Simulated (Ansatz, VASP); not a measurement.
**Cross-check of Zn16HO16 (bond-centred H+ along c in ZnO) between VASP and Ansatz**

Aim: how closely do two programs agree when they are given the same cell, functional and k mesh? The cell is taken from a series of runs on this material, whose earlier steps may have relaxed, scaled, displaced or heated it; both programs get it as it stands.

Calculated with Ansatz 0.2.0; plane waves, with VASP 6.6.1 beside it; single point at HSE06.

## (1) Starting point

The cell holds 33 atoms: 16 Zn, 16 O and 1 H. Cell: a = 6.559 Å, b = 6.559 Å, c = 10.587 Å, α = 90.0°, β = 90.0°, γ = 120.0°. It derives from ZnO (ZnO (P6_3mc)). Nearest the centre at fractional (0.667, 0.333, 0.368): H33 at 0.26 Å, O26 at 1.01 Å, Zn9 at 2.10 Å, Zn12 at 2.50 Å, Zn16 at 2.50 Å, Zn4 at 2.50 Å, O29 at 2.75 Å, O17 at 2.75 Å. The cell carries charge +1.

## (2) Ansatz: single point, HSE06

Ansatz runs on its default PAW (the set named soft_2) files.

With cell and atoms fixed, the geometry can't cause a difference; cores, projectors, grids and the points listed under the comparison can.

Contents of input.yaml:

```yaml
crystal:
  lattice:
    - [6.55903994, 0.0, 0.0]
    - [-3.27951997, 5.68029521, 0.0]
    - [0.0, 0.0, 10.58650211]
  atoms:
    - { symbol: Zn, position: [0.166228634, 0.332541771, 0.250916485] }
    - { symbol: Zn, position: [0.316204472, 0.158067184, -0.007316333] }
    - { symbol: O, position: [0.327875474, 0.163894162, 0.183100027] }
    - { symbol: O, position: [0.164629279, 0.329489399, 0.439052498] }
    - { symbol: Zn, position: [0.169592424, 0.339393207, 0.750010215] }
    - { symbol: Zn, position: [0.314872146, 0.157423721, 0.510572228] }
    - { symbol: O, position: [0.334798131, 0.167372763, 0.69555169] }
    - { symbol: O, position: [0.169053673, 0.338204451, 0.935888683] }
    - { symbol: Zn, position: [0.166216273, 0.833601383, 0.250924384] }
    - { symbol: Zn, position: [0.333219311, 0.666572709, 0.00476773] }
    - { symbol: O, position: [0.333217965, 0.666574597, 0.192364525] }
    - { symbol: O, position: [0.164635037, 0.835109658, 0.43906144] }
    - { symbol: Zn, position: [0.169600882, 0.830154687, 0.750023597] }
    - { symbol: Zn, position: [0.333180042, 0.666571763, 0.497707584] }
    - { symbol: O, position: [0.333195085, 0.666574946, 0.683405886] }
    - { symbol: O, position: [0.169040189, 0.830770334, 0.935902998] }
    - { symbol: Zn, position: [0.666641134, 0.333245272, 0.170263293] }
    - { symbol: Zn, position: [0.841755305, 0.158039186, -0.00735505] }
    - { symbol: O, position: [0.835983409, 0.163831338, 0.183043771] }
    - { symbol: O, position: [0.666428545, 0.333239187, 0.46396217] }
    - { symbol: Zn, position: [0.666525959, 0.333240955, 0.757956452] }
    - { symbol: Zn, position: [0.842266844, 0.157477397, 0.510503197] }
    - { symbol: O, position: [0.832379247, 0.167396193, 0.695500292] }
    - { symbol: O, position: [0.666572155, 0.333242031, 0.955447824] }
    - { symbol: Zn, position: [0.667257178, 0.83358228, 0.25090922] }
    - { symbol: Zn, position: [0.841738922, 0.68361992, -0.007338136] }
    - { symbol: O, position: [0.835952566, 0.67200693, 0.183069896] }
    - { symbol: O, position: [0.670264495, 0.835119969, 0.439045578] }
    - { symbol: Zn, position: [0.660385978, 0.830176786, 0.749996247] }
    - { symbol: Zn, position: [0.8422938, 0.684817198, 0.510536963] }
    - { symbol: O, position: [0.832388457, 0.664952936, 0.695525776] }
    - { symbol: O, position: [0.661580418, 0.830748128, 0.935873949] }
    - { symbol: H, position: [0.666241495, 0.333234337, 0.393430776] }
total_charge: 1
basis:
  ecutwfc: 420
  xc_grid: 2
hamiltonian:
  xc: hse06
kpoints:
  mp_grid: { grid: [1, 1, 1] }
scf:
  occupations: { method: fermi_dirac, width: 0.01 }
  max_iter: 120
output:
  forces: true
checkpoint:
  read: "../relax.run"
```

Launch:

```
$ ansatz run input.yaml --threads 4 --pin off --max-ram 7536MiB --backend cpu --events-out ev --progress --plain --runs-dir out
```

Numbers of over 12 decimals in the logs are rounded to 6 here.

Log:

```text
Warning: checkpoint.read: the run can stay near the saved state's solution: 2 site(s) moved relative to the saved geometry (max |Δs| = 1.881e-2 fractional); the SCF starts from the saved state under `checkpoint.density_extrapolation: transplant`, in force with no word given; its orbitals are not used off its sites. A run without `checkpoint.read` takes nothing of the state. A lower free energy from it at the same positions (and U, V and field ramp, if any) shows a solution that this start missed, and an equal or higher one rules none out (checkpoint.read, Limitations, in the input reference)
exact exchange: scf.exx.singularity resolves to wigner_seitz, which cuts the screened interaction at the faces of the exchange supercell's Wigner-Seitz cell, so that each pair interacts once, at the shortest of its separations (the periodic images that this leaves out come, for a point-like exchange hole, to about 0.181 eV on a filled level). The cut falls within the interaction's reach, and what an exchange supercel [...]
Engine: ansatz 0.2.0, x86_64-unknown-linux-gnu
Pseudopotentials: kind: paw
Pseudopotential: Zn, paw, valence charge 12, recommended cutoff 420 eV (normal), Zn.paw.azcp
Pseudopotential: O, paw, valence charge 6, recommended cutoff 420 eV (normal), O.paw.azcp
Pseudopotential: H, paw, valence charge 1, recommended cutoff 420 eV (normal), H.paw.azcp
Functional definition: HSE06
  parameter a = 0.25
  parameter omega = 0.11/bohr
  exchange = pbe_x - a*pbe_x_sr(omega) + a*exact_x_sr(omega)
  correlation = pbe_c
Crystal: 33 atoms, lattice volume = 394.424 Å³
Basis set: ecut = 420 eV, 7607 PW (Γ), exchange–correlation on 90×90×144 points (8 copies of the dense FFT grid, shifted against one another)
Bands: 177, of which v1, the nominal top of the filled ones, is band 144 counted from 1 (143 counted from 0)
Symmetry: 1 space group operations
Space group: P1 (ITA 1), of the structure as read, at distance tolerance 7.3e-5 Å
k-points: 1
Non-local potential: Zn, projectors of the file, l = 0: 2, l = 1: 2, l = 2: 3, l = 3: 1
Non-local potential: O, projectors of the file, l = 0: 2, l = 1: 2, l = 2: 1
Non-local potential: H, projectors of the file, l = 0: 2, l = 1: 1
PAW form: soft (Blöchl's): semilocal exchange-correlation on the pseudo side does not see the compensation charge
PAW frozen core: Zn, regenerated for the run's functional, and the local potential with it (the file was generated under x = pbe(κ = 0.804, μ = 0.219515), c = pbe(β = 0.066725))
PAW frozen core: O, regenerated for the run's functional, and the local potential with it (the file was generated under x = pbe(κ = 0.804, μ = 0.219515), c = pbe(β = 0.066725))
PAW one-centre angular grid: Zn, 590 points (default); XC on 64 Gauss nodes
PAW one-centre angular grid: O, 110 points (default); XC on 96 Gauss nodes
PAW one-centre angular grid: H, 110 points (default); XC on 64 Gauss nodes
Initial density: read from a saved state, or passed on in memory by an earlier SCF of this step, an earlier step, the calling program or the single point that the run made first, carried with its atoms to this geometry
Initial wavefunctions: pseudopotential atomic-orbital guess
Functional: x = pbe(κ = 0.804, μ = 0.219515), c = pbe(β = 0.066725), warm-up for x = pbe(κ = 0.804, μ = 0.219515) + 0.25 (exact − pbe) at short range (hse, ω = 0.207870 Å⁻¹), c = pbe(β = 0.066725); HSE06 as pw.x's `hse` composes it (authors' and Libxc's form: `xc: wpbeh`)
iter 1 solved again at ethr=9.04e-4 eV; its pass at ethr=1.00e-1 eV (dr2=2.60e0 eV) is discarded
SCF iter   1: F=—  HF=-62205.876754 eV  |F-HF|=—  |Δ(HF+E_count)|=         —  Δρ=3.74e-2  dr2=2.81e0  ethr=9.04e-4  ⟨swp⟩=14.0  Hψ=1036  notcnv=0
preconditioner: auto → none  [insulator: Δε(μ)=0.433 eV  Ē_g=12.064 eV  σ=0.010 eV  W_gap=1.00  n_scr=110 (ndim 8)  ℏωp=31.7 eV  f_vac=0.079  D(μ)=0.00/eV (n_scr^D=0)]
[...]
Frozen-core exchange: fock
SCF iter   1: F=—  HF=-62203.722641 eV  |F-HF|=—  |Δ(HF+E_count)|=         —  Δρ=2.59e-2  dr2=1.44e0  ethr=7.61e-8  ⟨swp⟩=13.0  Hψ=1110  notcnv=0
preconditioner: auto → none  [insulator: Δε(μ)=2.633 eV  Ē_g=15.365 eV  σ=0.010 eV  W_gap=1.00  n_scr=110 (ndim 8)  ℏωp=31.7 eV  f_vac=0.068  D(μ)=0.00/eV (n_scr^D=0)]
SCF iter   2: F=—  HF=-62203.236387 eV  |F-HF|=—  |Δ(HF+E_count)|=   4.86e-1  Δρ=6.76e-3  dr2=1.24e-1  ethr=7.61e-8  ⟨swp⟩=5.0  Hψ=837  notcnv=0
SCF iter   3: F=—  HF=-62203.385816 eV  |F-HF|=—  |Δ(HF+E_count)|=   1.49e-1  Δρ=4.53e-3  dr2=3.67e-2  ethr=7.61e-8  ⟨swp⟩=5.0  Hψ=834  notcnv=0
SCF iter   4: F=—  HF=-62203.375605 eV  |F-HF|=—  |Δ(HF+E_count)|=   1.02e-2  Δρ=1.60e-3  dr2=3.86e-3  ethr=7.61e-8  ⟨swp⟩=4.0  Hψ=665  notcnv=0
SCF iter   5: F=—  HF=-62203.382065 eV  |F-HF|=—  |Δ(HF+E_count)|=   6.46e-3  Δρ=9.78e-4  dr2=3.34e-3  ethr=7.61e-8  ⟨swp⟩=5.0  Hψ=600  notcnv=0
SCF iter   6: F=—  HF=-62203.381218 eV  |F-HF|=—  |Δ(HF+E_count)|=   8.47e-4  Δρ=3.84e-4  dr2=6.20e-4  ethr=7.61e-8  ⟨swp⟩=4.0  Hψ=579  notcnv=0
SCF iter   7: F=-62203.381066 eV  HF=-62203.381080 eV  |F-HF|=1.35e-5  |Δ(HF+E_count)|=   1.38e-4  Δρ=7.04e-5  dr2=2.64e-5  ethr=7.61e-8  ⟨swp⟩=4.0  Hψ=395  notcnv=0
SCF 2 stopped early in 7 iterations: F = -62203.381066 eV  dr2 = 2.64e-5
[...]
Frozen-core exchange: fock
SCF iter   1: F=—  HF=-62203.372185 eV  |F-HF|=—  |Δ(HF+E_count)|=         —  Δρ=6.83e-5  dr2=1.25e-5  ethr=8.78e-7  ⟨swp⟩=6.0  Hψ=407  notcnv=0
preconditioner: auto → none  [insulator: Δε(μ)=2.515 eV  Ē_g=15.109 eV  σ=0.010 eV  W_gap=1.00  n_scr=110 (ndim 8)  ℏωp=31.7 eV  f_vac=0.080  D(μ)=0.00/eV (n_scr^D=0)]
SCF iter   2: F=—  HF=-62203.372207 eV  |F-HF|=—  |Δ(HF+E_count)|=   2.24e-5  Δρ=4.56e-5  dr2=5.39e-6  ethr=3.68e-9  ⟨swp⟩=5.0  Hψ=608  notcnv=0
SCF iter   3: F=—  HF=-62203.372206 eV  |F-HF|=—  |Δ(HF+E_count)|=   1.40e-6  Δρ=1.54e-5  dr2=5.16e-7  ethr=1.63e-9  ⟨swp⟩=3.0  Hψ=447  notcnv=0
SCF iter   4: F=—  HF=-62203.372207 eV  |F-HF|=—  |Δ(HF+E_count)|=   5.43e-7  Δρ=7.83e-6  dr2=1.22e-7  ethr=1.62e-10  ⟨swp⟩=7.0  Hψ=422  notcnv=0
SCF iter   5: F=-62203.372207 eV  HF=-62203.372207 eV  |F-HF|=8.12e-9  |Δ(HF+E_count)|=   6.80e-9  Δρ=3.34e-6  dr2=2.82e-8  ethr=4.05e-11  ⟨swp⟩=3.0  Hψ=403  notcnv=0
SCF 3 converged in 5 iterations: F = -62203.372207 eV  dr2 = 2.82e-8
  Residual-converged pass: ⟨swp⟩=3.0  Hψ=426  notcnv=0  max |occ|·‖R‖ = 2.4e-6 eV (tolerance 5.4e-6 eV)  dr2=2.90e-8  dr2_onsite=2.64e-9  max |Δocc| = 0.0e0
hybrid outer 2: dexx = +1.139e-5 eV, tail = 1.47e-7 eV, Δε = 4.09e-3 eV (about 8.94e-5 eV left of the loop's levels), ΔF = 2.36e-2 eV/Å (tail 4.60e-3)
Exchange kernel: α = 0.2500, screened, ω = 0.2079 Å⁻¹, Wigner–Seitz truncation, v(0) = 690.4258 eV·Å³, q-mesh 1×1×1, nearest image of the exchange supercell L = 6.56 Å, pair-density grid 32×32×50, without the augmentation charges, whose exchange is taken in its separable form (sized by the pseudopotential files, 40×40×72 at the most)
Frozen-core exchange: fock
SCF iter   1: F=—  HF=-62203.372205 eV  |F-HF|=—  |Δ(HF+E_count)|=         —  Δρ=3.75e-6  dr2=2.85e-8  ethr=2.56e-10  ⟨swp⟩=12.0  Hψ=437  notcnv=0
preconditioner: auto → none  [insulator: Δε(μ)=2.515 eV  Ē_g=15.110 eV  σ=0.010 eV  W_gap=1.00  n_scr=110 (ndim 8)  ℏωp=31.7 eV  f_vac=0.080  D(μ)=0.00/eV (n_scr^D=0)]
SCF iter   2: F=-62203.372205 eV  HF=-62203.372205 eV  |F-HF|=3.96e-9  |Δ(HF+E_count)|=   2.91e-9  Δρ=1.75e-6  dr2=7.86e-9  ethr=9.73e-12  ⟨swp⟩=4.0  Hψ=389  notcnv=0
SCF 4 converged in 2 iterations: F = -62203.372205 eV  dr2 = 7.86e-9
  Residual-converged pass: ⟨swp⟩=3.0  Hψ=381  notcnv=0  max |occ|·‖R‖ = 3.3e-6 eV (tolerance 4.7e-6 eV)  dr2=8.06e-9  dr2_onsite=6.04e-10  max |Δocc| = 0.0e0
hybrid outer 3: dexx = +3.824e-9 eV, tail = 1.69e-8 eV, Δε = 8.23e-5 eV (about 4.06e-5 eV left of the loop's levels), ΔF = 1.89e-4 eV/Å (tail 3.58e-4)
hybrid SCF converged: 3 outer / 14 inner (+7 warm-up), last move |dexx| = 3.82e-9 eV, tail = 1.69e-8 eV
Stability not checked: this state was not tested for a lower state beside it, because the functional holds exact exchange (a hybrid, or Hartree-Fock), whose exchange loop this test does not read (fock_operator; see scf.lower_state_search)
Free energy (F): -62203.372205 eV
Frozen-core exchange: fock
Harris-Foulkes:  -62203.372205 eV  (|F-HF|=3.96e-9)
Internal energy: -62203.372205 eV  (E = F + TS)
E sigma→0 (E₀):  -62203.372205 eV
Fermi energy:    6.872265 eV
--- Per-component energies (eV) ---
  E_band       = -166.119088
  E_kinetic    = 4921.345164
  E_local      = -33089.008268  (includes V_loc(G=0)·N_el)
  E_nonlocal   = 10737.883383
  E_hartree    = 13711.047833
  E_xc         = -2669.102557
  E_vxc        = -1841.140839  (∫ρ·V_xc dr)
  E_exx        = -983.677383  (= α·E_x^exact, valence–valence)
  E_paw        = -31612.510047  (= ΣΔE_a)
  E_vpaw       = -6349.972258  (= ΣTr[D̂ρ^β])
  E_aug_tail   = 0.031469  (compensation charges beyond the density's cutoff)
  E_ewald      = -23229.205898
  E_core_change = 9.824110  (= ΣΔE_core)
  E_smearing   = -0.000000  (= −TS)
  E_closure    = -0.000011  (closes the sum)
  E_deformation_potential = 13.654253  (in the stress; not in F)
  Σ components = -62203.372205   (vs F -62203.372205, Δ=1.46e-11)
--- Forces (eV/Å), atoms counted from 1 ---
  atom   1  Zn     0.00020732    -0.01411947    -0.04378826
  atom   2  Zn     0.00446048     0.00253630     0.01909768
  atom   3  O     -0.02040181    -0.01179599     0.00851256
  atom   4  O      0.00004646    -0.00305287     0.02956240
  atom   5  Zn    -0.00000528    -0.00183499     0.01614661
  atom   6  Zn    -0.02656923    -0.01541665     0.06006494
  atom   7  O      0.00048040     0.00031032    -0.02398167
  atom   8  O     -0.00012544     0.00266027    -0.01261015
  atom   9  Zn    -0.01217087     0.00723356    -0.04384677
  atom  10  Zn    -0.00003779     0.00006481     0.00155218
  atom  11  O      0.00002852     0.00002101     0.01176153
  atom  12  O     -0.00263948     0.00153297     0.02948149
  atom  13  Zn    -0.00157656     0.00091704     0.01615892
  atom  14  Zn     0.00003399     0.00004742     0.01210540
  atom  15  O      0.00000256    -0.00003510    -0.01495940
  atom  16  O      0.00229201    -0.00133180    -0.01269047
  atom  17  Zn    -0.00053180     0.00001758     0.15907172
  atom  18  Zn    -0.00463692     0.00258647     0.01907340
  atom  19  O      0.01979834    -0.01147256     0.00910516
  atom  20  O      0.03938964     0.00087510    24.23721017
  atom  21  Zn    -0.00000722    -0.00003039     0.02492419
  atom  22  Zn     0.02631487    -0.01511690     0.05995628
  atom  23  O     -0.00042032     0.00029243    -0.02377569
  atom  24  O     -0.00002841     0.00001710    -0.03179437
  atom  25  Zn     0.01217650     0.00694128    -0.04373319
  atom  26  Zn    -0.00004993    -0.00524279     0.01915612
  atom  27  O     -0.00003036     0.02312634     0.00879736
  atom  28  O      0.00269312     0.00151452     0.02944192
  atom  29  Zn     0.00148995     0.00086905     0.01615999
  atom  30  Zn     0.00008589     0.03053064     0.06001138
  atom  31  O      0.00004457    -0.00051849    -0.02389251
  atom  32  O     -0.00226190    -0.00126322    -0.01255612
  atom  33  H     -0.03804895    -0.00086374   -24.55966835
  max |Σ_I F_I| component: 5.44e-5 eV/Å
--- Band table (eV) ---
  k-point 0: bands = [... 140 lower, 5.2861, 5.5668, 5.6111, 5.6111, 8.1265]
  guard bands above this table: 32 of the run's 177 bands. The solve was not asked for them (output.publish_guard_bands: true or output.eigenvalues: true publishes all)
```

The column dr2 measures how far the density is from self-consistency, as an energy; F and HF (Harris–Foulkes) agree once it is small.

(Part 1 of 2 ends here.)

[Lines on the potential files, build, host, timing and source positions are cut from VASP's logs without a mark.]

[Logs are printed without paths, hosts, clocks, repeated set-up lines and the standing remarks that a program may print on its own settings, such as how far it seeks lower states.]

[Hosts, paths, dates, database ids (printed as entryN), source tags and the programs' standing remarks are cut or masked in the printed files.]
